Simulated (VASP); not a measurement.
# Mg3Sb2 (P-3m1) in VASP: a series of runs

Aim: see how the results for Mg3Sb2 move with the level of theory and the settings. Levels: r2SCAN, PBE, LDA. Tasks: relaxation of cell and atoms.

Program: VASP 6.6.1. These are calculated values, not measurements. Logs are shortened: lines on timing, memory, paths and dates and some standing lists are left out, and cuts for length are marked.

**1. The structure**

It takes space group P-3m1 (No. 164, trigonal). The conventional cell has a = 4.582 Å, b = 4.582 Å, c = 7.244 Å, α = 90.00°, β = 90.00°, γ = 120.00°. Mg (site symmetry 3m) is surrounded by 4 Sb at 2.82 to 2.86 Å. Mg (site symmetry -3m) is surrounded by 6 Sb at 3.15 Å. Around Sb (site symmetry 3m) lie 7 Mg at 2.82 to 3.15 Å.

**2. Relaxation of cell and atoms, r2SCAN**

Input file INCAR:

```
SYSTEM = Mg3Sb2
  ALGO = Normal
  EDIFF = 1E-6
  EDIFFG = -0.01
  ENCUT = 600
  IBRION = 2
  ISIF = 3
  ISMEAR = 0
  LASPH = .TRUE.
  LCHARG = .FALSE.
  LMIXTAU = .TRUE.
  LREAL = .FALSE.
  LWAVE = .FALSE.
  METAGGA = R2SCAN
  NELM = 80
  NSW = 90
  PREC = Accurate
  SIGMA = 0.03
```

Input file KPOINTS:

```
k-points
0
G
  9 9 5
  0 0 0
```

Input file POSCAR:

```
Mg3Sb2
1.0
    4.5820000000      0.0000000000      0.0000000000
   -2.2910000000      3.9681284000      0.0000000000
    0.0000000000      0.0000000000      7.2440000000
Mg Sb
3 2
Direct
    0.3333333300      0.6666666700      0.6300000000
    0.6666666700      0.3333333300      0.3700000000
    0.0000000000      0.0000000000      0.0000000000
    0.3333333300      0.6666666700      0.2350000000
    0.6666666700      0.3333333300      0.7650000000
```

Potentials or basis: VASP PAW PBE potentials, release 64 (Mg, Sb).

Started as:

```sh
$ cat potpaw_PBE.64/Mg/POTCAR potpaw_PBE.64/Sb/POTCAR > POTCAR
$ mpirun -np 1 vasp_std > vasp.out
```

OUTCAR:

```text
SYSTEM = Mg3Sb2
   EDIFF = 1E-6
   EDIFFG = -0.01
   ENCUT = 600
   IBRION = 2
   ISIF = 3
   ISMEAR = 0
   LASPH = .TRUE.
   LREAL = .FALSE.
   METAGGA = R2SCAN
   NELM = 80
   NSW = 90
   PREC = Accurate

 ion  position               nearest neighbor table
   1  0.333  0.667  0.630-   5 2.82   5 2.82   5 2.82   4 2.86   2 3.25   2 3.25   2 3.25
   2  0.667  0.333  0.370-   4 2.82   4 2.82   4 2.82   5 2.86   1 3.25   1 3.25   1 3.25
   3  0.000  0.000  0.000-   4 3.15   5 3.15   4 3.15   5 3.15   5 3.15   4 3.15
   4  0.333  0.667  0.235-   2 2.82   2 2.82   2 2.82   1 2.86   3 3.15   3 3.15   3 3.15
   5  0.667  0.333  0.765-   1 2.82   1 2.82   1 2.82   2 2.86   3 3.15   3 3.15   3 3.15

  LATTYP: Found a hexagonal cell.
 ALAT       =     4.5820000000
 C/A-ratio  =     1.5809690092

  Lattice vectors:

 A1 = (   4.5820000000,   0.0000000000,   0.0000000000)
 A2 = (  -2.2910000000,   3.9681284000,   0.0000000000)
 A3 = (   0.0000000000,   0.0000000000,   7.2440000000)

Analysis of symmetry for initial positions (statically):
=====================================================================
 Subroutine PRICEL returns:
 Original cell was already a primitive cell.

 Routine SETGRP: Setting up the symmetry group for a
 hexagonal supercell.

 Subroutine GETGRP returns: Found 12 space group operations
 (whereof 12 operations were pure point group operations)
 out of a pool of 24 trial point group operations.

The static configuration has the point symmetry D_3d.

Analysis of symmetry for dynamics (positions and initial velocities):
=====================================================================
 Subroutine PRICEL returns:
 Original cell was already a primitive cell.

 Routine SETGRP: Setting up the symmetry group for a
 hexagonal supercell.

 Subroutine GETGRP returns: Found 12 space group operations
 (whereof 12 operations were pure point group operations)
 out of a pool of 24 trial point group operations.

The dynamic configuration has the point symmetry D_3d.

 Subroutine INISYM returns: Found 12 space group operations
 (whereof 12 operations are pure point group operations),
 and found     1 'primitive' translations

----------------------------------------------------------------------------------------

                                     Primitive cell

  volume of cell :     131.7101

  direct lattice vectors                    reciprocal lattice vectors
     4.582000000  0.000000000  0.000000000     0.218245308  0.126003987  0.000000000
    -2.291000000  3.968128400  0.000000000     0.000000000  0.252007974  0.000000000
     0.000000000  0.000000000  7.244000000     0.000000000  0.000000000  0.138045279

  length of vectors
     4.582000000  4.582000000  7.244000000     0.252007974  0.252007974  0.138045279

  position of ions in fractional coordinates (direct lattice)
     0.333333330  0.666666670  0.630000000
     0.666666670  0.333333330  0.370000000
     0.000000000  0.000000000  0.000000000
     0.333333330  0.666666670  0.235000000
     0.666666670  0.333333330  0.765000000

  ion indices of the primitive-cell ions
   primitive index   ion index
                 1           1
                 2           2
                 3           3
                 4           4
                 5           5

----------------------------------------------------------------------------------------

 KPOINTS: k-points

Automatic generation of k-mesh.
 Grid dimensions read from file:
 generate k-points for:    9    9    5

 Generating k-lattice:

  Cartesian coordinates                     Fractional coordinates (reciprocal lattice)
     0.024249479  0.014000443  0.000000000     0.111111111 -0.000000000  0.000000000
     0.000000000  0.028000886  0.000000000     0.000000000  0.111111111  0.000000000
     0.000000000  0.000000000  0.027609056     0.000000000  0.000000000  0.200000000

  Length of vectors
     0.028000886  0.028000886  0.027609056

  Shift w.r.t. Gamma in fractional coordinates (k-lattice)
     0.000000000  0.000000000  0.000000000

 Subroutine IBZKPT returns following result:
 ===========================================

 Found     50 irreducible k-points:

 Following reciprocal coordinates:
            Coordinates               Weight
  0.000000  0.000000  0.000000      1.000000
  0.111111 -0.000000  0.000000      6.000000
  0.222222  0.000000  0.000000      6.000000
  0.333333  0.000000  0.000000      6.000000
  0.444444  0.000000  0.000000      6.000000
  0.111111  0.111111  0.000000      6.000000
[... 16 lines left out ...]
  0.222222  0.111111  0.200000     12.000000
 -0.111111  0.333333  0.200000     12.000000
 [... further k-points ...]
   k-points           NKPTS =     50   k-points in BZ     NKDIM =     50   number of bands    NBANDS=     12
   number of dos      NEDOS =    301   number of ions     NIONS =      5
   total plane-waves  NPLWV =  96000
   dimension x,y,z NGX =    40 NGY =   40 NGZ =   60
   dimension x,y,z NGXF=    80 NGYF=   80 NGZF=  120
   ions per type =               3   2
   NGX,Y,Z   is equivalent  to a cutoff of  14.51, 14.51, 13.77 a.u.
   NGXF,Y,Z  is equivalent  to a cutoff of  29.03, 29.03, 27.54 a.u.
 SYSTEM =  Mg3Sb2
   PREC   = accura    normal or accurate (medium, high low for compatibility)
   ISTART =      0    job   : 0-new  1-cont  2-samecut
   ICHARG =      2    charge: 1-file 2-atom 10-const
   ISPIN  =      1    spin polarized calculation?
   LNONCOLLINEAR =      F non collinear calculations
   LSORBIT =      F    spin-orbit coupling
   LASPH  =      T    aspherical Exc in radial PAW
   ENCUT  =  600.0 eV  44.10 Ry    6.64 a.u.   9.15  9.15 14.47*2*pi/ulx,y,z
   NELM   =     80;   NELMIN=  2; NELMDL= -5     # of ELM steps
   EDIFF  = 0.1E-05   stopping-criterion for ELM
   LREAL  =      F    real-space projection
   EDIFFG = -.1E-01   stopping-criterion for IOM
   NSW    =     90    number of steps for IOM
   IBRION =      2    ionic relax: 0-MD 1-quasi-New 2-CG
   NFREE  =      1    steps in history (QN), initial steepest desc. (CG)
   ISIF   =      3    stress and relaxation
   ISYM   =      2    0-nonsym 1-usesym 2-fastsym
   POTIM  = 0.5000    time-step for ionic-motion
   TEBEG  =    0.0;   TEEND  =   0.0 temperature during run
   PSTRESS=    0.0 pullay stress
   NELECT =      16.0000    total number of electrons
   NUPDOWN=      -1.0000    fix difference up-down
   EMIN   =  10.00;   EMAX   =-10.00  energy-range for DOS
   EFERMI =   0.00;   METHOD = LEGACY
   ISMEAR =     0;   SIGMA  =   0.03  broadening in eV -4-tet -1-fermi 0-gaus
   EFERMI_NEDOS =   21; number of points for ismear=-14 and -15
   IALGO  =     38    algorithm
   IMIX   =      4    mixing-type and parameters
     AMIX     =   0.40;   BMIX     =  1.00
     AMIX_MAG =   1.60;   BMIX_MAG =  1.00
  volume/ion in A,a.u.               =      26.34       177.76
  Fermi-wavevector in a.u.,A,eV,Ry     =   0.810790  1.532171  8.944205  0.657381
  Thomas-Fermi vector in A             =   1.920030
   LORBIT       =      0    0 simple, 1 ext, 2 COOP (PROOUT), +10 PAW based schemes
   METAGGA = R2SCAN    functional components
   LHFCALC =     F    Hartree Fock is set to
   AEXX    =    0.0000 exact exchange contribution
   IVDW    =     0    specifies the selected vdW correction
   LEPSILON=     F    determine dielectric tensor
   LRPA    =     F    only Hartree local field effects (RPA)
 conjugate gradient relaxation of ions
 non-spin polarized calculation
 Gauss-broadening in eV      SIGMA  =   0.03
  energy-cutoff  :      600.00
  volume of cell :      131.71
 maximum number of plane-waves:      4419
 NGX is ok and might be reduce to    40
   NGX = 19   NGY = 19   NGZ = 29

--------------------------------------- Ionic step        1  -------------------------------------------

 number of electron      16.0000000 magnetization

 Free energy of the ion-electron system (eV)
  ---------------------------------------------------
  ext. energy  EPLUGINS =         0.00000000
  ---------------------------------------------------
  free energy    TOTEN  =       -66.24029144 eV

  energy without entropy =      -66.24029144  energy(sigma->0) =      -66.24029144

------------------------ aborting loop because EDIFF is reached ----------------------------------------

  FORCE on cell =-STRESS in cart. coord.  units (eV):
  Direction    XX          YY          ZZ          XY          YZ          ZX
  --------------------------------------------------------------------------------------
  -------------------------------------------------------------------------------------
  Total       -0.2474474     -0.2474474      0.5544614      0.0000000      0.0000000     -0.0000000
  in kB       -3.0100534     -3.0100534      6.7446999      0.0000000      0.0000000     -0.0000000
  external PRESSURE =       0.2415311 kB  Pullay stress =       0.0000000 kB
[... 180 lines left out ...]
  energy  without entropy=      -66.2611994364  energy(sigma->0) =      -66.26119944

--------------------------------------- Ionic step        6  -------------------------------------------

 number of electron      16.0000000 magnetization

 Free energy of the ion-electron system (eV)
  ---------------------------------------------------
  ext. energy  EPLUGINS =         0.00000000
  ---------------------------------------------------
  free energy    TOTEN  =       -66.26169897 eV

  energy without entropy =      -66.26169897  energy(sigma->0) =      -66.26169897

 E-fermi :   4.4899     XC(G=0):  -9.1794

 val. band max:        4.3486791597   @ k =   0.0000   0.0000   0.0000
 cond. band min:       4.9161405800   @ k =   0.3333   0.3333   0.0000
 fundamental gap:      0.5674614203
 Fermi energy:         4.4898703131

 k-point     1 :       0.0000    0.0000    0.0000
  band No.  band energies     occupation
      1      -6.3365      2.00000
      2      -5.0285      2.00000
      3      -0.6910      2.00000
      4       3.2068      2.00000
      5       3.2068      2.00000
      6       3.9436      2.00000
      7       3.9436      2.00000
      8       4.3487      2.00000
      9       6.1325      0.00000
     10       6.1389      0.00000
     11       7.7790      0.00000
     12       7.7790      0.00000
[... 331 lines left out ...]
 k-point    24 :      -0.1111    0.3333    0.2000
  band No.  band energies     occupation
      1      -5.6779      2.00000
      2      -4.8640      2.00000
      3       0.0332      2.00000
      4       1.0584      2.00000
      5       1.3055      2.00000
      6       2.1581      2.00000
      7       3.0164      2.00000
      8       3.5614      2.00000
      9       5.9373      0.00000
     10       7.1027      0.00000
     11       7.5234      0.00000
     12       8.1863      0.00000

 [... further k-points ...]
[... 5 lines left out ...]
  --------------------------------------------------------------------------------------
  -------------------------------------------------------------------------------------
  Total       -0.0347634     -0.0347634     -0.0011708     -0.0000000      0.0000000      0.0000000
  in kB       -0.4254262     -0.4254262     -0.0143284     -0.0000000      0.0000000      0.0000000
  external PRESSURE =      -0.2883936 kB  Pullay stress =       0.0000000 kB
[... 20 lines left out ...]
  FREE ENERGIE OF THE ION-ELECTRON SYSTEM (eV)
  ---------------------------------------------------
  free  energy   TOTEN  =       -66.2616989689 eV

  energy  without entropy=      -66.2616989689  energy(sigma->0) =      -66.26169897

 reached required accuracy - stopping structural energy minimisation
```

It took 15 min on 1 thread of AMD EPYC 9R45 (Zen 5), shared host; peak memory 0.38 GiB.

What came out:

| Item | Value |
| --- | --- |
| Free energy | -66.2617 eV |
| Relaxed volume | 26.18 Å³/atom |
| Relaxed cell | a = 4.567 Å, b = 4.567 Å, c = 7.247 Å, α = 90.00°, β = 90.00°, γ = 120.00° |
| Space group after relaxing (to 0.05 Å) | P-3m1 (No. 164) |
| Energy gained by relaxing | 4.3 meV/atom |
| Ionic steps | 6 |
| Pressure after relaxing | 0.0 GPa |
| Largest force after relaxing | 0.010 eV/Å |
| Band gap on the k mesh | 0.57 eV, indirect (least direct gap 1.76 eV) |

Forces on the atoms (eV/Å):
```
Mg   0.000  0.000  0.010
Mg   0.000  0.000 -0.010
Mg   0.000  0.000  0.000
Sb   0.000  0.000  0.007
Sb   0.000  0.000 -0.007
```

Step by step:
```tsv
step	energy change (eV)	largest force (eV/Å)	pressure (GPa)	volume (Å³)
1	0.0000	0.3559	0.02	131.71
2	-0.0138	0.1987	-0.13	131.78
3	-0.0176	0.0753	-0.24	131.84
4	-0.0204	0.0468	0.02	130.99
5	-0.0209	0.0269	0.19	130.44
6	-0.0214	0.0099	-0.03	130.92
```

Final structure:
```
Mg Sb
1.0
     4.56736    0.00000    0.00000
    -2.28368    3.95545    0.00000
     0.00000    0.00000    7.24682
Mg Sb
3 2
Direct
  0.33333 0.66667 0.63297
  0.66667 0.33333 0.36703
  0.00000 0.00000 0.00000
  0.33333 0.66667 0.22824
  0.66667 0.33333 0.77176
```

Levels at points of the mesh, in eV from the valence-band top:
```csv
k point,band 5,band 6,band 7,band 8,band 9,band 10,band 11,band 12
"(0.00, 0.00, 0.00)",-1.14,-0.41,-0.41,0.00,1.78,1.79,3.43,3.43
```

Caveat: the PAW data sets were made with another functional, which shifts forces and pressure a little; spin-orbit coupling is left out, which moves the levels of the heavy elements; an odd mesh through Γ misses points on the zone boundary, where band edges often lie.

**3. Relaxation of cell and atoms, r2SCAN**

This run uses another cell than the first one, of 26.18 Å³/atom, 0.994 times its volume.

INCAR: that of step 2 with these lines changed.

```diff
@@ -2,4 +2,4 @@
   ALGO = Normal
-  EDIFF = 1E-6
-  EDIFFG = -0.01
+  EDIFF = 1E-7
+  EDIFFG = -0.005
   ENCUT = 600
```

KPOINTS is that of step 2.

Input file POSCAR:

```
Mg3Sb2                                  
1.0
    4.5673578769     -0.0000000000     -0.0000000000
   -2.2836789384      3.9554479494      0.0000000000
    0.0000000000     -0.0000000000      7.2468197779
  Mg              Sb            
     3     2
Direct
     0.3333333300000021    0.6666666699999979    0.6329701583165857
     0.6666666699999979    0.3333333300000021    0.3670298416834143
     1.0000000000000000    0.0000000000000000    1.0000000000000000
     0.3333333300000021    0.6666666699999979    0.2282365200478270
     0.6666666699999979    0.3333333300000021    0.7717634799521731
```

Potentials or basis: VASP PAW PBE potentials, release 64 (Mg, Sb).

Started as:

```sh
$ cat potpaw_PBE.64/Mg/POTCAR potpaw_PBE.64/Sb/POTCAR > POTCAR
$ mpirun -np 1 vasp_std > vasp.out
```

Run time: 9.2 min. Hardware: 1 thread of AMD EPYC 9R45 (Zen 5), shared host; peak memory 0.34 GiB.

Results (log left out):

```yaml
Free_energy: -66.2617 eV
Relaxed_volume: 26.17 Å³/atom
Relaxed_cell: a = 4.565 Å, b = 4.565 Å, c = 7.248 Å, α = 90.00°, β = 90.00°, γ = 120.00°
Space_group_after_relaxing_to_0.05_Å: P-3m1 (No. 164)
Energy_gained_by_relaxing: 0.0 meV/atom
Ionic_steps: 5
Pressure_after_relaxing: 0.0 GPa
Largest_force_after_relaxing: 0.004 eV/Å
Band_gap_on_the_k_mesh: 0.57 eV, indirect (least direct gap 1.77 eV)
```

Forces on the atoms (eV/Å):
```
Mg   0.000  0.000  0.004
Mg   0.000  0.000 -0.004
Mg   0.000  0.000  0.000
Sb   0.000  0.000  0.002
Sb   0.000  0.000 -0.002
```

Final structure:
```cif
data_structure
_symmetry_space_group_name_H-M 'P 1'
_symmetry_Int_Tables_number 1
_cell_length_a 4.5654
_cell_length_b 4.5654
_cell_length_c 7.2477
_cell_angle_alpha 90.000
_cell_angle_beta 90.000
_cell_angle_gamma 120.000
_cell_volume 130.83
loop_
_atom_site_label
_atom_site_type_symbol
_atom_site_fract_x
_atom_site_fract_y
_atom_site_fract_z
_atom_site_occupancy
Mg1 Mg 0.33333 0.66667 0.63312 1
Mg2 Mg 0.66667 0.33333 0.36688 1
Mg3 Mg 0.00000 0.00000 0.00000 1
Sb1 Sb 0.33333 0.66667 0.22833 1
Sb2 Sb 0.66667 0.33333 0.77167 1
```

Levels at points of the mesh, in eV from the valence-band top:
| k point | band 4 | band 5 | band 6 | band 7 | band 8 | band 9 | band 10 | band 11 | band 12 |
| --- | --- | --- | --- | --- | --- | --- | --- | --- | --- |
| (0.00, 0.00, 0.00) | -1.14 | -1.14 | -0.40 | -0.40 | 0.00 | 1.79 | 1.80 | 3.43 | 3.43 |

Caveat: the PAW data sets were made with another functional, which shifts forces and pressure a little; spin-orbit coupling is left out, which moves the levels of the heavy elements; an odd mesh through Γ misses points on the zone boundary, where band edges often lie. r2SCAN opens gaps a little over a GGA but as a rule still falls short of measured ones.

**4. Relaxation of cell and atoms, PBE**

Input file INCAR:

```
SYSTEM = Mg3Sb2
PREC = Accurate
ENCUT = 600
EDIFF = 1E-6
ISMEAR = 0
SIGMA = 0.03
LREAL = .False.
LASPH = .True.
NELM = 80
ALGO = Normal
ISIF = 3
LWAVE = .False.
LCHARG = .False.
GGA = PE
IBRION = 2
NSW = 90
EDIFFG = -0.01
```

Input file KPOINTS:

```
regular mesh
0
Gamma
  9 9 5
  0 0 0
```

Input file POSCAR:

```
Mg3Sb2
1.0
    4.5820000000      0.0000000000      0.0000000000
   -2.2910000000      3.9681284000      0.0000000000
    0.0000000000      0.0000000000      7.2440000000
Mg Sb
3 2
Direct
    0.3333333300      0.6666666700      0.6300000000
    0.6666666700      0.3333333300      0.3700000000
    0.0000000000      0.0000000000      0.0000000000
    0.3333333300      0.6666666700      0.2350000000
    0.6666666700      0.3333333300      0.7650000000
```

Started as:

```sh
$ cat potpaw_PBE.64/Mg/POTCAR potpaw_PBE.64/Sb/POTCAR > POTCAR
$ mpirun -np 1 vasp_std > vasp.out
```

Wall time 3.7 min (1 thread of Intel Xeon 6975P-C (Granite Rapids), shared host); peak memory 0.38 GiB.

Results (log left out):

| Item | Value |
| --- | --- |
| Free energy | -14.6470 eV |
| Relaxed volume | 26.61 Å³/atom |
| Relaxed cell | a = 4.596 Å, b = 4.596 Å, c = 7.274 Å, α = 90.00°, β = 90.00°, γ = 120.00° |
| Space group after relaxing (to 0.05 Å) | P-3m1 (No. 164) |
| Energy gained by relaxing | 7.9 meV/atom |
| Ionic steps | 10 |
| Pressure after relaxing | 0.0 GPa |
| Largest force after relaxing | 0.003 eV/Å |
| Band gap on the k mesh | 0.15 eV, indirect (least direct gap 1.01 eV) |

Forces on the atoms (eV/Å):
```
Mg   0.000  0.000 -0.003
Mg   0.000  0.000  0.003
Mg   0.000  0.000  0.000
Sb   0.000  0.000 -0.002
Sb   0.000  0.000  0.002
```

The path:
| step | energy change (eV) | largest force (eV/Å) | pressure (GPa) | volume (Å³) |
| --- | --- | --- | --- | --- |
| 1 | 0.0000 | 0.4968 | 0.96 | 131.71 |
| 2 | -0.0267 | 0.2429 | -0.25 | 134.73 |
| 3 | -0.0276 | 0.1917 | -0.50 | 135.42 |
| 4 | -0.0349 | 0.1233 | -0.24 | 134.31 |
| 5 | -0.0381 | 0.0390 | 0.10 | 132.99 |
| 6 | -0.0393 | 0.0109 | 0.00 | 133.15 |
| 7 | -0.0395 | 0.0054 | -0.05 | 133.24 |
| 8 | -0.0395 | 0.0059 | -0.05 | 133.23 |
| 9 | -0.0395 | 0.0062 | -0.04 | 133.22 |
| 10 | -0.0395 | 0.0033 | 0.02 | 133.04 |

Final structure:
```cif
data_structure
_symmetry_space_group_name_H-M 'P 1'
_symmetry_Int_Tables_number 1
_cell_length_a 4.5956
_cell_length_b 4.5956
_cell_length_c 7.2737
_cell_angle_alpha 90.000
_cell_angle_beta 90.000
_cell_angle_gamma 120.000
_cell_volume 133.04
loop_
_atom_site_label
_atom_site_type_symbol
_atom_site_fract_x
_atom_site_fract_y
_atom_site_fract_z
_atom_site_occupancy
Mg1 Mg 0.33333 0.66667 0.63209 1
Mg2 Mg 0.66667 0.33333 0.36791 1
Mg3 Mg 0.00000 0.00000 0.00000 1
Sb1 Sb 0.33333 0.66667 0.22545 1
Sb2 Sb 0.66667 0.33333 0.77455 1
```

Levels at points of the mesh, in eV from the valence-band top:
```csv
k point,band 4,band 5,band 6,band 7,band 8,band 9,band 10,band 11,band 12
"(0.00, 0.00, 0.00)",-1.08,-1.08,-0.39,-0.39,0.00,1.01,1.18,3.03,3.03
```

Caveat: spin-orbit coupling is left out, which moves the levels of the heavy elements; an odd mesh through Γ misses points on the zone boundary, where band edges often lie. As with any semilocal functional, this PBE gap is likely too small.

[end of part 1 of 2]
